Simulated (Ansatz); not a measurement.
**Nudged elastic band run: TiSi16**

The input (input.yaml):

```yaml
crystal:
  lattice:
    - [0.0, 5.43, 5.43]
    - [5.43, 0.0, 5.43]
    - [5.43, 5.43, 0.0]
  atoms:
    - { symbol: Si, position: [0.00638046, 0.00728303, -0.00116838] }
    - { symbol: Si, position: [0.12695778, 0.12788375, 0.13164644] }
    - { symbol: Si, position: [0.00241662, 0.00336723, 0.5020113] }
    - { symbol: Si, position: [0.12589715, 0.12685708, 0.62550656] }
    - { symbol: Si, position: [0.00749423, 0.50154565, 0.00022472] }
    - { symbol: Si, position: [0.14083753, 0.62523841, 0.12387661] }
    - { symbol: Si, position: [0.00625381, 0.50021774, 0.50600166] }
    - { symbol: Si, position: [0.12691743, 0.63299355, 0.62656956] }
    - { symbol: Si, position: [0.50062469, 0.00838614, 0.00024561] }
    - { symbol: Si, position: [0.62432081, 0.14173066, 0.12392512] }
    - { symbol: Si, position: [0.49924549, 0.0071992, 0.50604441] }
    - { symbol: Si, position: [0.63204588, 0.12786012, 0.62658619] }
    - { symbol: Si, position: [0.50472368, 0.50560665, 0.00454426] }
    - { symbol: Si, position: [0.6258126, 0.62668311, 0.12546789] }
    - { symbol: Si, position: [0.50058388, 0.50152566, 0.50718546] }
    - { symbol: Si, position: [0.62419104, 0.62515708, 0.64062576] }
    - { symbol: Ti, position: [0.75423522, 0.75513254, 0.25397292] }
basis:
  ecutwfc: 420.0
kpoints:
  mp_grid: { grid: [2, 2, 2] }
hamiltonian:
  xc: lda
  pseudopotentials: { kind: paw, azcp: { folder: soft_1 } }
scf:
  occupations: { method: fermi_dirac, width: 0.02 }
  lower_state_search: "off"
  max_iter: 96
neb:
  images: 4
  f_tol: 0.05
  max_iterations: 39
  order_check: false
  climbing: false
  final_atoms:
    - { symbol: Si, position: [0.00308699, 0.00257698, -0.00921853] }
    - { symbol: Si, position: [0.12710609, 0.12659523, 0.11298056] }
    - { symbol: Si, position: [0.0064053, 0.00606016, 0.48712315] }
    - { symbol: Si, position: [0.12641863, 0.12584772, 0.62082557] }
    - { symbol: Si, position: [0.00734801, 0.50036585, -0.0089842] }
    - { symbol: Si, position: [0.12708643, 0.63238575, 0.11300697] }
    - { symbol: Si, position: [0.00665921, 0.49927532, 0.48710127] }
    - { symbol: Si, position: [0.14062342, 0.62412966, 0.61000428] }
    - { symbol: Si, position: [0.50087906, 0.00694971, -0.00914335] }
    - { symbol: Si, position: [0.63286935, 0.12660312, 0.11298014] }
    - { symbol: Si, position: [0.49988075, 0.00618286, 0.48710427] }
    - { symbol: Si, position: [0.62461168, 0.14039281, 0.60985786] }
    - { symbol: Si, position: [0.50083646, 0.50036816, -0.00889071] }
    - { symbol: Si, position: [0.62559322, 0.62509772, 0.12332844] }
    - { symbol: Si, position: [0.50443908, 0.50427365, 0.48666878] }
    - { symbol: Si, position: [0.62483238, 0.62424636, 0.6100705] }
    - { symbol: Ti, position: [0.75406878, 0.75377161, 0.73780301] }
```

Command:

```bash
$ ansatz run input.yaml --threads 1 --pin off --max-ram 3072MiB --backend cpu --events-out ev --progress --plain --runs-dir out
```

Output, in part (warnings, iteration lines):

```
NEB end point (image 0): max|allowed force component| = 1.726e-2 eV/Å (the criterion of neb.relax_end_points is 1.000e-2)
NEB end point (image 5): max|allowed force component| = 2.582e-2 eV/Å (the criterion of neb.relax_end_points is 1.000e-2)
NEB iter   1: max|band force component| = 3.994e1 eV/Å  barrier→ = 16.3967 eV  barrier← = 16.3971 eV  Δτ_max = 0.1942 Å  (58 SCF iters)
NEB iter   2: max|band force component| = 1.818e1 eV/Å  barrier→ = 7.0861 eV  barrier← = 7.0864 eV  Δτ_max = 0.1888 Å  (36 SCF iters)
NEB iter   3: max|band force component| = 8.636e0 eV/Å  barrier→ = 3.2048 eV  barrier← = 3.2052 eV  Δτ_max = 0.1948 Å  (32 SCF iters)
NEB iter   4: max|band force component| = 4.673e0 eV/Å  barrier→ = 2.2099 eV  barrier← = 2.2103 eV  Δτ_max = 0.2000 Å  (28 SCF iters)
NEB iter   5: max|band force component| = 2.951e0 eV/Å  barrier→ = 1.5474 eV  barrier← = 1.5477 eV  Δτ_max = 0.1967 Å  (28 SCF iters)
NEB iter   6: max|band force component| = 1.078e0 eV/Å  barrier→ = 1.3704 eV  barrier← = 1.3708 eV  Δτ_max = 0.2000 Å  (28 SCF iters)
NEB iter   7: max|band force component| = 6.945e-1 eV/Å  barrier→ = 1.2958 eV  barrier← = 1.2962 eV  Δτ_max = 0.0970 Å  (29 SCF iters)
NEB iter   8: max|band force component| = 4.529e-1 eV/Å  barrier→ = 1.3187 eV  barrier← = 1.3191 eV  Δτ_max = 0.0782 Å  (26 SCF iters)
NEB iter   9: max|band force component| = 3.186e-1 eV/Å  barrier→ = 1.3680 eV  barrier← = 1.3683 eV  Δτ_max = 0.1922 Å  (26 SCF iters)
NEB iter  10: max|band force component| = 7.119e-1 eV/Å  barrier→ = 1.4642 eV  barrier← = 1.4646 eV  Δτ_max = 0.0962 Å  (26 SCF iters)
NEB iter  11: max|band force component| = 3.331e-1 eV/Å  barrier→ = 1.3844 eV  barrier← = 1.3848 eV  Δτ_max = 0.0609 Å  (26 SCF iters)
NEB iter  12: max|band force component| = 1.032e-1 eV/Å  barrier→ = 1.3874 eV  barrier← = 1.3877 eV  Δτ_max = 0.0145 Å  (25 SCF iters)
NEB iter  13: max|band force component| = 1.260e-2 eV/Å  barrier→ = 1.3880 eV  barrier← = 1.3883 eV  Δτ_max = 0.0000 Å  (24 SCF iters)
```

It converged. The profile has 2 maxima (images 1, 4) with wells between them (image 2): this band takes more than one step, which may be the mechanism or a detour left from its start path. Neighbouring images differ by up to 1.4 eV, so the band resolves the path poorly. No image climbed, so the highest image needn't sit at the top of the path. Limits of this set-up: coarse k mesh, PAW files made for another functional, a small cell, in which the defect meets its images.

Final band (atoms are numbered from 1 in the order of the input):

| image | path coordinate (Å) | energy (eV) | Si1–Ti17 (Å) | Si6–Ti17 (Å) | Si10–Ti17 (Å) |
| --- | --- | --- | --- | --- | --- |
| 0 | 0.00 | 0.00 | 2.74 | 2.42 | 2.42 |
| 1 | 1.30 | 1.39 | 2.48 | 2.47 | 2.47 |
| 2 | 2.59 | 0.36 | 2.41 | 2.66 | 2.66 |
| 3 | 3.89 | 0.37 | 2.46 | 2.90 | 2.90 |
| 4 | 5.18 | 1.36 | 3.56 | 3.80 | 3.79 |
| 5 | 6.48 | 0.00 | 4.68 | 4.49 | 4.49 |

Time of the run: 6.8 min on 1 thread of Arm Neoverse V1, on a shared host, peak memory 0.75 GiB.
